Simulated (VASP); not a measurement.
# ZnCu (Pm-3m) in VASP: further runs

Runs on ZnCu. Level: r2SCAN. Tasks: single point.

All numbers are computed with VASP 6.6.1; they aren't measurements. Logs are shortened: lines on timing, memory, paths and dates and some standing lists are left out, and cuts for length are marked.

### Step 1. The crystal as given

Symmetry: Pm-3m, No. 221, cubic system. The conventional cell has a = 2.945 Å, b = 2.945 Å, c = 2.945 Å, α = 90.00°, β = 90.00°, γ = 90.00°. Zn (site symmetry m-3m) is surrounded by 8 Cu at 2.55 Å. Cu (site symmetry m-3m) is surrounded by 8 Zn at 2.55 Å.

### Step 2. Single point, r2SCAN

File INCAR:

```
SYSTEM = ZnCu
PREC     = Normal         ! precision mode
ENCUT    = 400            ! plane-wave cutoff, eV
EDIFF    = 1E-4           ! SCF threshold, eV
ISMEAR   = -1             ! smearing method
SIGMA    = 0.1            ! smearing width, eV
LREAL    = Auto         
LASPH    = .TRUE.         ! aspherical terms in the spheres
NELM     = 100            ! most SCF steps
ALGO     = Normal         ! electronic algorithm
ISIF     = 2              ! what is computed and relaxed
LWAVE    = .FALSE.        ! write WAVECAR
LCHARG   = .FALSE.        ! write CHGCAR
METAGGA  = R2SCAN         ! meta-GGA
LMIXTAU  = .TRUE.       
ADDGRID  = .FALSE.
```

File KPOINTS:

```
regular mesh
0
G
  8 8 8
  0 0 0
```

File POSCAR:

```
ZnCu
1.0
    2.9450000000      0.0000000000      0.0000000000
    0.0000000000      2.9450000000      0.0000000000
    0.0000000000      0.0000000000      2.9450000000
Zn Cu
1 1
Direct
    0.5128410000      0.4877280000      0.4845920000
   -0.0040920000      0.0326400000      0.0060300000
```

Potentials or basis: VASP PAW PBE potentials, release 64 (Zn, Cu).

On the command line:

```
$ cat potpaw_PBE.64/Zn/POTCAR potpaw_PBE.64/Cu/POTCAR > POTCAR
$ mpirun -np 1 vasp_std > vasp.out
```

OUTCAR:

```text
SYSTEM = ZnCu
   PREC = Normal
   ENCUT = 400
   EDIFF = 1E-4
   ISMEAR = -1
   LREAL = Auto
   LASPH = .TRUE.
   NELM = 100
   ISIF = 2
   METAGGA = R2SCAN

 Found    260 irreducible k-points:

 Following reciprocal coordinates:
            Coordinates               Weight
  0.000000  0.000000  0.000000      1.000000
  0.125000  0.000000  0.000000      2.000000
  0.000000  0.125000  0.000000      2.000000
  0.000000  0.000000  0.125000      2.000000
  0.250000  0.000000  0.000000      2.000000
  0.000000  0.250000  0.000000      2.000000
   k-points           NKPTS =    260   k-points in BZ     NKDIM =    260   number of bands    NBANDS=     15
   number of dos      NEDOS =    301   number of ions     NIONS =      2
   total plane-waves  NPLWV =   2744
   dimension x,y,z NGX =    14 NGY =   14 NGZ =   14
   dimension x,y,z NGXF=    28 NGYF=   28 NGZF=   28
   ions per type =               1   1
   NGX,Y,Z   is equivalent  to a cutoff of   7.90,  7.90,  7.90 a.u.
   NGXF,Y,Z  is equivalent  to a cutoff of  15.81, 15.81, 15.81 a.u.
 SYSTEM =  ZnCu
   PREC   = normal    normal or accurate (medium, high low for compatibility)
   ISTART =      0    job   : 0-new  1-cont  2-samecut
   ICHARG =      2    charge: 1-file 2-atom 10-const
   ISPIN  =      1    spin polarized calculation?
   LNONCOLLINEAR =      F non collinear calculations
   LSORBIT =      F    spin-orbit coupling
   LASPH  =      T    aspherical Exc in radial PAW
   ENCUT  =  400.0 eV  29.40 Ry    5.42 a.u.   4.80  4.80  4.80*2*pi/ulx,y,z
   NELM   =    100;   NELMIN=  2; NELMDL= -5     # of ELM steps
   EDIFF  = 0.1E-03   stopping-criterion for ELM
   LREAL  =      T    real-space projection
   EDIFFG = 0.1E-02   stopping-criterion for IOM
   NSW    =      0    number of steps for IOM
   IBRION =     -1    ionic relax: 0-MD 1-quasi-New 2-CG
   NFREE  =      0    steps in history (QN), initial steepest desc. (CG)
   ISIF   =      2    stress and relaxation
   ISYM   =      2    0-nonsym 1-usesym 2-fastsym
   POTIM  = 0.5000    time-step for ionic-motion
   TEBEG  =    0.0;   TEEND  =   0.0 temperature during run
   PSTRESS=    0.0 pullay stress
   NELECT =      23.0000    total number of electrons
   NUPDOWN=      -1.0000    fix difference up-down
   EMIN   =  10.00;   EMAX   =-10.00  energy-range for DOS
   EFERMI =   0.00;   METHOD = LEGACY
   ISMEAR =    -1;   SIGMA  =   0.10  broadening in eV -4-tet -1-fermi 0-gaus
   EFERMI_NEDOS =   21; number of points for ismear=-14 and -15
   IALGO  =     38    algorithm
   IMIX   =      4    mixing-type and parameters
     AMIX     =   0.40;   BMIX     =  1.00
     AMIX_MAG =   1.60;   BMIX_MAG =  1.00
  volume/ion in A,a.u.               =      12.77        86.18
  Fermi-wavevector in a.u.,A,eV,Ry     =   1.580880  2.987429 34.003415  2.499180
  Thomas-Fermi vector in A             =   2.681040
   LORBIT       =      0    0 simple, 1 ext, 2 COOP (PROOUT), +10 PAW based schemes
   METAGGA = R2SCAN    functional components
   LHFCALC =     F    Hartree Fock is set to
   AEXX    =    0.0000 exact exchange contribution
   IVDW    =     0    specifies the selected vdW correction
   LEPSILON=     F    determine dielectric tensor
   LRPA    =     F    only Hartree local field effects (RPA)
 non-spin polarized calculation
  energy-cutoff  :      400.00
  volume of cell :       25.54
 maximum number of plane-waves:       480
   NGX =  9   NGY =  9   NGZ =  9

 number of electron      22.9999798 magnetization

 Free energy of the ion-electron system (eV)
  ---------------------------------------------------
  ext. energy  EPLUGINS =         0.00000000
  ---------------------------------------------------
  free energy    TOTEN  =       -19.88989892 eV

  energy without entropy =      -19.87102513  energy(sigma->0) =      -19.88046203

 E-fermi :   5.1626     XC(G=0): -13.5149

 val. band max:        5.0124917727   @ k =   0.1250  -0.3750  -0.2500
 cond. band min:       5.1944961941   @ k =  -0.3750  -0.1250   0.3750
 fundamental gap:      0.1820044215
 Fermi energy:         5.1626362856

 k-point     1 :       0.0000    0.0000    0.0000
  band No.  band energies     occupation
      1      -5.3882      2.00000
      2      -2.8099      2.00000
      3      -2.7973      2.00000
      4      -2.0950      2.00000
      5      -2.0701      2.00000
      6      -2.0672      2.00000
      7       1.6155      2.00000
      8       1.6339      2.00000
      9       2.5178      2.00000
     10       2.5186      2.00000
     11       2.5257      2.00000
     12      12.0052      0.00000
     13      12.0147      0.00000
     14      12.0918      0.00000
     15      16.8232      0.00000

 k-point     2 :       0.1250    0.0000    0.0000
  band No.  band energies     occupation
      1      -5.0942      2.00000
      2      -2.7698      2.00000
      3      -2.7448      2.00000
      4      -2.1176      2.00000
      5      -2.0948      2.00000
      6      -2.0619      2.00000
      7       1.6056      2.00000
      8       1.6536      2.00000
      9       2.4334      2.00000
     10       2.4342      2.00000
     11       2.5125      2.00000
     12       9.7000      0.00000
     13      12.4529      0.00000
     14      12.5211      0.00000
     15      16.9942      0.00000

 k-point     3 :       0.0000    0.1250    0.0000
  band No.  band energies     occupation
      1      -5.0952      2.00000
      2      -2.7779      2.00000
      3      -2.7362      2.00000
      4      -2.1082      2.00000
      5      -2.0962      2.00000
      6      -2.0683      2.00000
      7       1.6198      2.00000
      8       1.6394      2.00000
      9       2.4290      2.00000
     10       2.4304      2.00000
     11       2.5153      2.00000
     12       9.7431      0.00000
     13      12.4420      0.00000
     14      12.4501      0.00000
     15      17.0384      0.00000

 k-point     4 :       0.0000    0.0000    0.1250
  band No.  band energies     occupation
      1      -5.0943      2.00000
      2      -2.7716      2.00000
      3      -2.7430      2.00000
      4      -2.1165      2.00000
      5      -2.0956      2.00000
      6      -2.0620      2.00000
      7       1.6070      2.00000
      8       1.6522      2.00000
      9       2.4329      2.00000
     10       2.4343      2.00000
     11       2.5124      2.00000
     12       9.7046      0.00000
     13      12.4447      0.00000
     14      12.5208      0.00000
     15      16.9984      0.00000

 k-point     5 :       0.2500    0.0000    0.0000
  band No.  band energies     occupation
      1      -4.2513      2.00000
      2      -2.6934      2.00000
      3      -2.5663      2.00000
      4      -2.1762      2.00000
      5      -2.1596      2.00000
      6      -2.0386      2.00000
      7       1.5768      2.00000
      8       1.6414      2.00000
      9       2.2310      2.00000
     10       2.2451      2.00000
     11       2.4947      2.00000
     12       6.4257      0.00001
     13      13.6900      0.00000
     14      13.7330      0.00000
     15      17.4868      0.00000

 k-point     6 :       0.0000    0.2500    0.0000
  band No.  band energies     occupation
      1      -4.2568      2.00000
      2      -2.6991      2.00000
      3      -2.5571      2.00000
      4      -2.1652      2.00000
      5      -2.1586      2.00000
      6      -2.0448      2.00000
      7       1.5852      2.00000
      8       1.6326      2.00000
      9       2.2279      2.00000
     10       2.2324      2.00000
     11       2.4930      2.00000
     12       6.4535      0.00000
     13      13.6734      0.00000
     14      13.6786      0.00000
     15      17.5333      0.00000

 [... further k-points ...]

------------------------ aborting loop because EDIFF is reached ----------------------------------------

  FORCE on cell =-STRESS in cart. coord.  units (eV):
  Direction    XX          YY          ZZ          XY          YZ          ZX
  --------------------------------------------------------------------------------------
  -------------------------------------------------------------------------------------
  Total       -0.2471480     -0.3901253     -0.2464069     -0.0918244      0.1275801     -0.0572934
  in kB      -15.5028595    -24.4713966    -15.4563699     -5.7598684      8.0027200     -3.5938431
  external PRESSURE =     -18.4768753 kB  Pullay stress =       0.0000000 kB

 VOLUME and BASIS-vectors are now :
 -----------------------------------------------------------------------------
  energy-cutoff  :      400.00
  volume of cell :       25.54
      direct lattice vectors                 reciprocal lattice vectors
     2.945000000  0.000000000  0.000000000     0.339558574  0.000000000  0.000000000
     0.000000000  2.945000000  0.000000000     0.000000000  0.339558574  0.000000000
     0.000000000  0.000000000  2.945000000     0.000000000  0.000000000  0.339558574

 POSITION                                       TOTAL-FORCE (eV/Angst)
 -----------------------------------------------------------------------------------
      1.51032      1.43636      1.42712        -0.188182      0.610829      0.267368
      2.93295      0.09612      0.01776         0.188182     -0.610829     -0.267368
 -----------------------------------------------------------------------------------
    total drift:                                0.035325     -0.154005      0.029308

  FREE ENERGIE OF THE ION-ELECTRON SYSTEM (eV)
  ---------------------------------------------------
  free  energy   TOTEN  =       -19.8898989225 eV

  energy  without entropy=      -19.8710251326  energy(sigma->0) =      -19.88046203
```

It took 60 s on 1 thread of Intel Xeon Platinum 8259CL at 2.50GHz (Skylake/Cascade Lake), shared host; peak memory 0.15 GiB.

These settings aren't checked as converged: the numbers below hold their error.

Results:

```
Free energy            : -19.8899 eV
Pressure               : -1.8 GPa
Largest force          : 0.693 eV/Å
Band gap on the k mesh : none (metal or under the smearing width)
```

Caveat: the PAW data sets were made with another functional, which shifts forces and pressure a little.

### Step 3. Single point, r2SCAN

File INCAR:

```
SYSTEM = ZnCu
PREC     = Accurate       ! precision mode
ENCUT    = 500            ! plane-wave cutoff, eV
EDIFF    = 1E-6           ! SCF threshold, eV
ISMEAR   = -1             ! smearing method
SIGMA    = 0.1            ! smearing width, eV
LREAL    = .FALSE.        ! projectors in reciprocal space
LASPH    = .TRUE.         ! aspherical terms in the spheres
NELM     = 100            ! most SCF steps
ALGO     = Normal         ! electronic algorithm
ISIF     = 2              ! what is computed and relaxed
LWAVE    = .FALSE.        ! write WAVECAR
LCHARG   = .FALSE.        ! write CHGCAR
METAGGA  = R2SCAN         ! meta-GGA
LMIXTAU  = .TRUE.       
ADDGRID  = .FALSE.
```

KPOINTS is that of step 2.

File POSCAR:

```
ZnCu
1.0
    2.9450000000      0.0000000000      0.0000000000
    0.0000000000      2.9450000000      0.0000000000
    0.0000000000      0.0000000000      2.9450000000
Zn Cu
1 1
Direct
    0.5000000000      0.5000000000      0.5000000000
    0.0000000000      0.0000000000      0.0000000000
```

Potentials or basis: VASP PAW PBE potentials, release 64 (Zn, Cu).

On the command line:

```
$ cat potpaw_PBE.64/Zn/POTCAR potpaw_PBE.64/Cu/POTCAR > POTCAR
$ mpirun -np 1 vasp_std > vasp.out
```

Wall time 38 s (1 thread of Intel Xeon Platinum 8259CL at 2.50GHz (Skylake/Cascade Lake), shared host); peak memory 0.15 GiB.

These settings aren't checked as converged: the numbers below hold their error.

What came out:

```
Free energy            : -19.9529 eV
Pressure               : -2.6 GPa
Band gap on the k mesh : none (metal or under the smearing width)
```

Caveat: the PAW data sets were made with another functional, which shifts forces and pressure a little.

### Step 4. Single point, r2SCAN

INCAR is that of step 3.

KPOINTS is that of step 3.

File POSCAR:

```
ZnCu
1.0
    2.9450000000      0.0000000000      0.0000000000
    0.0000000000      2.9450000000      0.0000000000
    0.0000000000      0.0000000000      2.9450000000
Zn Cu
1 1
Direct
    0.5128410000      0.4877280000      0.4845920000
   -0.0040920000      0.0326400000      0.0060300000
```

On the command line:

```
$ cat potpaw_PBE.64/Zn/POTCAR potpaw_PBE.64/Cu/POTCAR > POTCAR
$ mpirun -np 1 vasp_std > vasp.out
```

Wall time 3.3 min (1 thread of Intel Xeon Platinum 8259CL at 2.50GHz (Skylake/Cascade Lake), shared host); peak memory 0.23 GiB.

The run converged, but some of its settings lie outside the range that counts as converged, so its numbers aren't taken as properties of the crystal.

Results:

- Free energy: -19.8960 eV
- Pressure: -1.4 GPa
- Largest force: 0.769 eV/Å
- Band gap on the k mesh: none (metal or under the smearing width)

Caveat: the PAW data sets were made with another functional, which shifts forces and pressure a little.

### Step 5. Single point, r2SCAN

INCAR, as its differences from that of step 4:

```diff
@@ -2,3 +2,3 @@
 PREC     = Accurate       ! precision mode
-ENCUT    = 500            ! plane-wave cutoff, eV
+ENCUT    = 600            ! plane-wave cutoff, eV
 EDIFF    = 1E-6           ! SCF threshold, eV
```

KPOINTS is that of step 4.

File POSCAR:

```
ZnCu
1.0
    2.9450000000      0.0000000000      0.0000000000
    0.0000000000      2.9450000000      0.0000000000
    0.0000000000      0.0000000000      2.9450000000
Zn Cu
1 1
Direct
    0.5000000000      0.5000000000      0.5000000000
    0.0000000000      0.0000000000      0.0000000000
```

On the command line:

```
$ cat potpaw_PBE.64/Zn/POTCAR potpaw_PBE.64/Cu/POTCAR > POTCAR
$ mpirun -np 1 vasp_std > vasp.out
```

It took 36 s on 1 thread of Intel Xeon Platinum 8259CL at 2.50GHz (Skylake/Cascade Lake), shared host; peak memory 0.15 GiB.

The run converged, but some of its settings lie outside the range that counts as converged, so its numbers aren't taken as properties of the crystal.

Results:

```yaml
Free_energy: -19.9540 eV
Pressure: -2.8 GPa
Band_gap_on_the_k_mesh: none (metal or under the smearing width)
```

Caveat: the PAW data sets were made with another functional, which shifts forces and pressure a little.

### Step 6. Single point, r2SCAN

INCAR is that of step 5.

KPOINTS is that of step 5.

File POSCAR:

```
ZnCu
1.0
    2.9450000000      0.0000000000      0.0000000000
    0.0000000000      2.9450000000      0.0000000000
    0.0000000000      0.0000000000      2.9450000000
Zn Cu
1 1
Direct
    0.5128410000      0.4877280000      0.4845920000
   -0.0040920000      0.0326400000      0.0060300000
```

Potentials or basis: VASP PAW PBE potentials, release 64 (Zn, Cu).

On the command line:

```
$ cat potpaw_PBE.64/Zn/POTCAR potpaw_PBE.64/Cu/POTCAR > POTCAR
$ mpirun -np 1 vasp_std > vasp.out
```

Run time: 3.5 min. Hardware: 1 thread of Intel Xeon Platinum 8259CL at 2.50GHz (Skylake/Cascade Lake), shared host; peak memory 0.26 GiB.

These settings aren't checked as converged: the numbers below hold their error.

Results:

| Item | Value |
| --- | --- |
| Free energy | -19.8971 eV |
| Pressure | -1.4 GPa |
| Largest force | 0.770 eV/Å |
| Band gap on the k mesh | none (metal or under the smearing width) |

Caveat: the PAW data sets were made with another functional, which shifts forces and pressure a little.

### Step 7. For comparison

An earlier run on the cell as given: functional PBE; potentials or basis VASP PAW PBE potentials, release 64 (Zn, Cu); cutoff 520 eV; k mesh 9 × 9 × 9; occupations fermi-dirac, width 0.05 eV; no spin polarisation.

* Pressure: 3.1 GPa
* Band gap on the k mesh: none (metal or under the smearing width)
